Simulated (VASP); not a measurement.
Input of a VASP 6.6.1 run:

File INCAR:

```
SYSTEM = SiO
PREC = Accurate
ENCUT = 520
EDIFF = 1E-7
ISMEAR = 0
SIGMA = 0.01
LREAL = .FALSE.
LASPH = .TRUE.
NELM = 60
ALGO = Normal
ISIF = 2
LWAVE = .FALSE.
LCHARG = .FALSE.
GGA = PE
NBANDS = 12
```

KPOINTS

```
Automatic mesh
0
G
  1 1 1
  0 0 0
```

The input POSCAR:

```
SiO
1.0
   11.0000000000      0.0000000000      0.0000000000
    0.0000000000     10.0000000000      0.0000000000
    0.0000000000      0.0000000000     10.0000000000
O Si
1 1
Direct
    0.4429363600      0.5252500000      0.4710000000
    0.5594272700      0.4789500000      0.5358000000
```

Potentials or basis: VASP PAW PBE potentials, release 64 (O, Si).

Launch:

```console
$ cat potpaw_PBE.64/O/POTCAR potpaw_PBE.64/Si/POTCAR > POTCAR
$ mpirun -np 1 vasp_gam > vasp.out
```

Question: What does it give for the largest force?

Answer: 1.144 eV/Å.

Question: Predict the gap between the frontier levels.

Answer: 4.58 eV.

Forces on the atoms (eV/Å):
```
O   -0.969  0.353 -0.494
Si   0.969 -0.353  0.494
```
